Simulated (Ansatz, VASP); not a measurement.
# Cross-check of NaF (Villiaumite) between VASP and Ansatz

Aim: how closely do two programs agree when they are given the same cell, functional and k mesh?

Program: Ansatz 0.2.0. Level of theory: plane waves, with VASP 6.6.1 beside it; single point at PBE and single point at r2SCAN. Results are calculated unless marked as measured.

## (1) The starting structure

The structure is cubic, space group Fm-3m (No. 225). The conventional cell has a = 4.686 Å, b = 4.686 Å, c = 4.686 Å, α = 90.00°, β = 90.00°, γ = 90.00°. Nearest to Na lie 6 F at 2.34 Å. Nearest to F lie 6 Na at 2.34 Å. Farther neighbours and most contacts between anions are not listed.

## (2) VASP: single point, PBE

A single point gives forces, pressure and levels at one fixed geometry, so differences don't come from the geometry; what else differs is listed under the comparison.

Lines of VASP's logs that name or quote its potential files are left out, and so is its time.

The input, INCAR:

```
SYSTEM = NaF
PREC = Accurate
ENCUT = 540
EDIFF = 1E-08
NELM = 100
ISMEAR = 0
SIGMA = 0.05
LREAL = .FALSE.
ALGO = Normal
GGA = PE
NBANDS = 14
LORBIT = 11
LWAVE = .TRUE.
LCHARG = .FALSE.
KPAR = 8
```

The input, POSCAR:

```
NaF
1.0
    0.0000000000      2.3429717910      2.3429717910
    2.3429717910      0.0000000000      2.3429717910
    2.3429717910      2.3429717910      0.0000000000
Na F
1 1
Direct
    0.0000000000      0.0000000000      0.0000000000
    0.5000000000      0.5000000000      0.5000000000
```

The input, KPOINTS:

```
Automatic mesh
0
Gamma
4 4 4
0 0 0
```

Potentials, in the order of the species: Na_sv_GW and F_GW (PBE family, release 64).

On the command line:

```console
$ mpirun -np 8 vasp_std
```

Numbers of over 12 decimals in the logs are rounded to 6 here.

What it wrote:

```text
[banner, memory and clock lines left out]
running    8 mpi-ranks, on    1 nodes
 distrk:  each k-point on    1 cores,    8 groups
 distr:  one band on    1 cores,    1 groups

 POSCAR found type information on POSCAR NaF
 POSCAR found :  2 types and       2 ions
|                                                                             |
|           W    W    AA    RRRRR   N    N  II  N    N   GGGG   !!!           |
|           W    W   A  A   R    R  NN   N  II  NN   N  G    G  !!!           |
|           W    W  A    A  R    R  N N  N  II  N N  N  G       !!!           |
|           W WW W  AAAAAA  RRRRR   N  N N  II  N  N N  G  GGG   !            |
|           WW  WW  A    A  R   R   N   NN  II  N   NN  G    G                |
|           W    W  A    A  R    R  N    N  II  N    N   GGGG   !!!           |
|                                                                             |
|     For optimal performance we recommend to set                             |
|       NCORE = 2 up to number-of-cores-per-socket                            |
|     NCORE specifies how many cores store one orbital (NPAR=cpu/NCORE).      |
|     This setting can greatly improve the performance of VASP for DFT.       |
|     The default, NCORE=1 might be grossly inefficient on modern             |
|     multi-core architectures or massively parallel machines. Do your        |
|     Unfortunately you need to use the default for GW and RPA                |
|     calculations (for HF NCORE is supported but not extensively tested      |
|     yet).                                                                   |
|                                                                             |

 LDA part: xc-table for (Slater+PW92), standard interpolation
 POSCAR, INCAR and KPOINTS ok, starting setup
 FFT: planning ... GRIDC
 FFT: planning ... GRID_SOFT
 FFT: planning ... GRID
 WAVECAR not read
 entering main loop
       N       E                     dE             d eps       ncg     rms          rms(c)
DAV:   1     0.140256390172E+03    0.14026E+03   -0.91349E+03   230   0.138E+03
DAV:   2    -0.561437830097E+01   -0.14587E+03   -0.13452E+03   248   0.401E+02
DAV:   3    -0.114978085087E+02   -0.58834E+01   -0.58531E+01   274   0.792E+01
DAV:   4    -0.115826198513E+02   -0.84811E-01   -0.84755E-01   254   0.103E+01
DAV:   5    -0.115845152531E+02   -0.18954E-02   -0.18954E-02   274   0.153E+00    0.536E+00
DAV:   6    -0.106835006868E+02    0.90101E+00   -0.19636E+00   278   0.162E+01    0.198E+00
DAV:   7    -0.106616859935E+02    0.21815E-01   -0.21165E-02   230   0.229E+00    0.111E+00
DAV:   8    -0.106561608914E+02    0.55251E-02   -0.31227E-02   264   0.409E+00    0.138E-01
DAV:   9    -0.106570690962E+02   -0.90820E-03   -0.30936E-03   244   0.539E-01    0.937E-02
DAV:  10    -0.106569705454E+02    0.98551E-04   -0.33079E-04   242   0.271E-01    0.709E-03
DAV:  11    -0.106569668101E+02    0.37353E-05   -0.10964E-05   260   0.644E-02    0.231E-03
DAV:  12    -0.106569670603E+02   -0.25018E-06   -0.20367E-06   248   0.164E-02    0.297E-03
DAV:  13    -0.106569669477E+02    0.11261E-06   -0.18291E-07   236   0.484E-03    0.359E-04
DAV:  14    -0.106569669115E+02    0.36202E-07   -0.15974E-08   264   0.201E-03    0.235E-04
DAV:  15    -0.106569669315E+02   -0.20072E-07   -0.11508E-09   142   0.386E-04    0.104E-04
DAV:  16    -0.106569669284E+02    0.31478E-08   -0.45166E-10   118   0.365E-04
   1 F= -.10656967E+02 E0= -.10656967E+02  d E =-.435515E-12
 writing wavefunctions
```

From OUTCAR (step 2):

```text
ion  position               nearest neighbor table
   1  0.000  0.000  0.000-   2 2.34   2 2.34   2 2.34   2 2.34   2 2.34   2 2.34
   2  0.500  0.500  0.500-   1 2.34   1 2.34   1 2.34   1 2.34   1 2.34   1 2.34

  LATTYP: Found a face centered cubic cell.
 ALAT       =     4.6859435820

 Subroutine GETGRP returns: Found 48 space group operations
 (whereof 48 operations were pure point group operations)

The static configuration has the point symmetry O_h .

 Found      8 irreducible k-points:

   k-points           NKPTS =      8   k-points in BZ     NKDIM =      8   number of bands    NBANDS=     14

   dimension x,y,z NGX =    28 NGY =   28 NGZ =   28
   dimension x,y,z NGXF=    56 NGYF=   56 NGZF=   56

   ENCUT  =  540.0 eV  39.69 Ry    6.30 a.u.   6.28  6.28  6.28*2*pi/ulx,y,z

   NELECT =      16.0000    total number of electrons

 k-points in reciprocal lattice and weights: Automatic mesh
   0.00000000  0.00000000  0.00000000       0.016
   0.25000000  0.00000000  0.00000000       0.125
   0.50000000  0.00000000  0.00000000       0.062
   0.25000000  0.25000000  0.00000000       0.094
   0.50000000  0.25000000  0.00000000       0.375
  -0.25000000  0.25000000  0.00000000       0.188
   0.50000000  0.50000000  0.00000000       0.047
  -0.25000000  0.50000000  0.25000000       0.094

 average (electrostatic) potential at core
       1 -55.1745       2-112.9261

 E-fermi :  -1.7369

 k-point     1 :       0.0000    0.0000    0.0000
  band No.  band energies     occupation
    ...
      4     -21.0219      2.00000
      5     -21.0219      2.00000
      6      -1.9705      2.00000
      7      -1.9705      2.00000
      8      -1.9705      2.00000
      9       4.1723      0.00000
     10      16.7701      0.00000
     11      16.7701      0.00000
     12      16.7701      0.00000
     13      19.5883      0.00000
    ...

 k-point     2 :       0.2500    0.0000    0.0000
  band No.  band energies     occupation
    ...
      4     -21.0279      2.00000
      5     -20.4835      2.00000
      6      -2.8239      2.00000
      7      -2.0909      2.00000
      8      -2.0909      2.00000
      9       5.9965      0.00000
     10      12.9762      0.00000
     11      17.4792      0.00000
     12      17.4792      0.00000
     13      20.4274      0.00000
    ...

 k-point     3 :       0.5000    0.0000    0.0000
  band No.  band energies     occupation
    ...
      4     -21.0339      2.00000
      5     -20.2278      2.00000
      6      -3.4814      2.00000
      7      -2.2084      2.00000
      8      -2.2084      2.00000
      9       8.6139      0.00000
     10      10.2340      0.00000
     11      17.7917      0.00000
     12      17.7917      0.00000
     13      20.5452      0.00000
    ...

  Total       -0.2293378     -0.2293378     -0.2293378     -0.0000000      0.0000000      0.0000000
  in kB      -14.2841736    -14.2841736    -14.2841736     -0.0000000      0.0000000      0.0000000
  external PRESSURE =     -14.2841736 kB  Pullay stress =       0.0000000 kB

  energy-cutoff  :      540.00
  volume of cell :       25.72
      direct lattice vectors                 reciprocal lattice vectors
     0.000000000  2.342971791  2.342971791    -0.213404191  0.213404191  0.213404191
     2.342971791  0.000000000  2.342971791     0.213404191 -0.213404191  0.213404191
     2.342971791  2.342971791  0.000000000     0.213404191  0.213404191 -0.213404191

 POSITION                                       TOTAL-FORCE (eV/Angst)
 -----------------------------------------------------------------------------------
      0.00000      0.00000      0.00000         0.000000      0.000000      0.000000
      2.34297      2.34297      2.34297        -0.000000     -0.000000     -0.000000
 -----------------------------------------------------------------------------------
    total drift:                                0.000000      0.000000      0.000000

  FREE ENERGIE OF THE ION-ELECTRON SYSTEM (eV)
  ---------------------------------------------------
  free  energy   TOTEN  =       -10.6569669284 eV

  energy  without entropy=      -10.6569669284  energy(sigma->0) =      -10.65696693

 total charge
# of ion       s       p       d       tot
------------------------------------------
    1        2.002   6.002   0.027   8.031
    2        1.674   4.161   0.000   5.835
--------------------------------------------------
tot          3.676  10.163   0.027  13.866

[... 3 further parts left out ...]
```

The run ends at a pressure of -1.43 GPa.

## (3) Ansatz: single point, PBE

Ansatz runs on its default PAW (the set named soft_2) files.

The same cell, functional, mesh and smearing now go to Ansatz, which takes its cutoff from its data sets.

The input, input.yaml:

```yaml
crystal:
  lattice:
    - [0.0, 2.342971791, 2.342971791]
    - [2.342971791, 0.0, 2.342971791]
    - [2.342971791, 2.342971791, 0.0]
  atoms:
    - { symbol: Na, position: [0.0, 0.0, 0.0] }
    - { symbol: F, position: [0.5, 0.5, 0.5] }
hamiltonian:
  xc: pbe
  pseudopotentials: { kind: paw }
kpoints:
  mp_grid: { grid: [4, 4, 4] }
scf:
  occupations: { method: gaussian, width: 0.05 }
  n_extra_bands: 4
output:
  forces: true
  stress: true
  eigenvalues: true
  write_density: true
  write_potential: true
  elf: true
  volumetric_format: npy
```

On the command line:

```console
$ ansatz run input.yaml --threads 2 --pin off --max-ram 4608MiB --backend cpu --events-out ev --progress --plain --runs-dir out
```

What it wrote:

```text
scf.n_extra_bands = 4 over 8 filled bands (N_el = 16.0): the run solves 12 bands
Engine: ansatz 0.2.0, x86_64-unknown-linux-gnu
Pseudopotentials: kind: paw
Pseudopotential: Na, paw, valence charge 9, recommended cutoff 420 eV (normal), Na.paw.azcp
Pseudopotential: F, paw, valence charge 7, recommended cutoff 420 eV (normal), F.paw.azcp
Functional definition: PBE
  parameter kappa = 0.804
  parameter beta = 0.066725
  exchange = pbe_x(kappa = kappa, mu = beta*pi^2/3)
  correlation = pbe_c(beta = beta)
Crystal: 2 atoms, lattice volume = 25.724 Å³
Basis set: ecut = 420 eV, 531 PW (Γ), exchange–correlation on 48×48×48 points (8 copies of the dense FFT grid, shifted against one another)
Bands: 12, of which v1, the nominal top of the filled ones, is band 8 counted from 1 (7 counted from 0)
Symmetry: 48 space group operations
Space group: Fm-3m (ITA 225), of the structure as read, at distance tolerance 3.0e-5 Å
k-points: 8 of 64
Non-local potential: Na, projectors of the file, l = 0: 3, l = 1: 2, l = 2: 1
Non-local potential: F, projectors of the file, l = 0: 2, l = 1: 2, l = 2: 1
PAW form: soft (Blöchl's): semilocal exchange-correlation on the pseudo side does not see the compensation charge
PAW one-centre angular grid: Na, 110 points (default); XC on 64 Gauss nodes
PAW one-centre angular grid: F, 110 points (default); XC on 64 Gauss nodes
Initial density: superposition of atomic densities (neutral atoms: chi_scale 0, normalization atom), corrected by the library's trained network
Initial wavefunctions: pseudopotential atomic-orbital guess
Functional: x = pbe(κ = 0.804, μ = 0.219515), c = pbe(β = 0.066725)
SCF iter   1: F=—  HF=-2297.431118 eV  |F-HF|=—  |Δ(HF+E_count)|=         —  Δρ=7.84e-4  dr2=1.11e-4  ethr=1.77e-3  ⟨swp⟩=5.1  Hψ=527  notcnv=0
preconditioner: auto → none  [insulator: Δε(μ)=6.134 eV  Ē_g=26.220 eV  σ=0.050 eV  W_gap=1.00  n_scr=8 (ndim 8)  ℏωp=27.4 eV  f_vac=0.113  D(μ)=0.00/eV (n_scr^D=0)  ε∞_Penn≈2.1]
SCF iter   2: F=—  HF=-2297.430753 eV  |F-HF|=—  |Δ(HF+E_count)|=   3.65e-4  Δρ=1.03e-3  dr2=1.55e-4  ethr=6.93e-7  ⟨swp⟩=2.0  Hψ=226  notcnv=0
SCF iter   3: F=—  HF=-2297.430726 eV  |F-HF|=—  |Δ(HF+E_count)|=   2.69e-5  Δρ=3.14e-4  dr2=1.19e-5  ethr=6.93e-7  ⟨swp⟩=2.1  Hψ=121  notcnv=0
SCF iter   4: F=—  HF=-2297.430721 eV  |F-HF|=—  |Δ(HF+E_count)|=   4.53e-6  Δρ=4.19e-5  dr2=2.01e-7  ethr=7.44e-8  ⟨swp⟩=3.0  Hψ=160  notcnv=0
SCF iter   5: F=—  HF=-2297.430722 eV  |F-HF|=—  |Δ(HF+E_count)|=   1.06e-6  Δρ=5.44e-5  dr2=5.29e-7  ethr=1.25e-9  ⟨swp⟩=2.0  Hψ=152  notcnv=0
SCF iter   6: F=-2297.430722 eV  HF=-2297.430722 eV  |F-HF|=6.28e-8  |Δ(HF+E_count)|=   1.33e-7  Δρ=1.96e-5  dr2=7.10e-8  ethr=6.25e-10  ⟨swp⟩=5.0  Hψ=494  notcnv=0
SCF 1 converged in 6 iterations: F = -2297.430722 eV  dr2 = 7.10e-8
  greatest PAW one-centre occupation: 0.999 electrons in one spin orbital (limit 2), on the Na atom at site 0 (counted from 0), in its partial waves of l = 0
SCF converged after 6 iterations
Free energy (F): -2297.430722 eV
Harris-Foulkes:  -2297.430722 eV  (|F-HF|=6.28e-8)
Internal energy: -2297.430722 eV  (E = F + TS)
E sigma→0 (E₀):  -2297.430722 eV
Fermi energy:    3.846190 eV
--- Per-component energies (eV) ---
  E_band       = -237.883228
  E_kinetic    = 328.891030
  E_local      = -1713.304939  (includes V_loc(G=0)·N_el)
  E_nonlocal   = 188.626834
  E_hartree    = 608.817677
  E_xc         = -120.105486
  E_vxc        = -154.051481  (∫ρ·V_xc dr)
  E_paw        = -463.603754  (= ΣΔE_a)
  E_vpaw       = -105.673706  (= ΣTr[D̂ρ^β])
  E_aug_tail   = 0.002109  (compensation charges beyond the density's cutoff)
  E_ewald      = -1126.754194
  E_smearing   = -0.000000  (= −TS)
  E_closure    = -0.000000  (closes the sum)
  Σ components = -2297.430722   (vs F -2297.430722, Δ=0.00e0)
--- Forces (eV/Å), atoms counted from 1 ---
  atom   1  Na    -0.00000000     0.00000000    -0.00000000
  atom   2  F      0.00000000    -0.00000000     0.00000000
  max |Σ_I F_I| component: 4.35e-29 eV/Å
--- Stress (GPa, compression-positive) ---
        0.449699       0.000000      -0.000000
        0.000000       0.449699       0.000000
       -0.000000      -0.000000       0.449699
  P = ⅓ Tr σ = 0.4497 GPa (4.497 kbar)
--- Band table (eV; the first three rows and the last of 8) ---
  k-point 0: bands = [... 4 lower, -18.2687, 0.7772, 0.7772, 0.7772, 6.9147, 19.5246, 19.5246, 19.5246]
  k-point 1: bands = [... 4 lower, -17.7340, -0.0754, 0.6580, 0.6580, 8.7392, 15.7190, 20.2264, 20.2264]
  k-point 2: bands = [... 4 lower, -17.4793, -0.7329, 0.5417, 0.5417, 11.3607, 12.9710, 20.5282, 20.5282]
  k-point 7: bands = [... 4 lower, -17.7568, -0.0569, -0.0569, 0.2360, 13.7811, 13.7811, 15.6265, 17.2708]
```

Elapsed: 0.37 s, on 2 threads of Intel Xeon at 2.60GHz (Ice Lake), shared host; peak memory 0.32 GiB; 0.56 s of CPU time.

In the SCF lines HF is the Harris–Foulkes energy and dr2 the Hartree energy of the density residual, in eV; the loop may stop once dr2 is under the threshold and the program's other checks hold. Hψ counts applications of the Hamiltonian.

The run ends at a pressure of 0.45 GPa.

## (4) Side by side

Known differences besides the potentials themselves: the cutoff is 420 eV in Ansatz and 540 eV in VASP; VASP leaves aspherical gradient terms in its spheres out (LASPH is not set), Ansatz keeps them. Total energies have different zeros and are not compared.

Compared:

```tsv
quantity	Ansatz	VASP	difference
gap on the k mesh (eV)	6.137	6.143	-0.005
```

Not compared: the pressure (VASP's GW data sets at this cutoff don't carry it). A gap on the mesh is an upper bound, since the band edges may lie between its points.

## (5) Further runs

Further runs change the set-up of one program: Ansatz's method, potentials or start, or VASP's data sets, cutoff or form of LDA. The table gives Ansatz less VASP for each quantity, since a change that brings one quantity closer may part another.

```tsv
run	gap on the k mesh (eV)
as above	-0.0053
Ansatz's all-electron LAPW method	-0.010
Ansatz's larger PAW set (cutoff 1300 eV)	-0.0090
norm-conserving potentials (cutoff 1320 eV)	-0.015
```

[end of part 1 of 2]

[Lines on the potential files, build, host, timing and source positions are cut from VASP's logs without a mark.]

[Logs are printed without paths, hosts, clocks, repeated set-up lines and the standing remarks that a program may print on its own settings, such as how far it seeks lower states.]

[Hosts, paths, dates, database ids (printed as entryN), source tags and the programs' standing remarks are cut or masked in the printed files.]
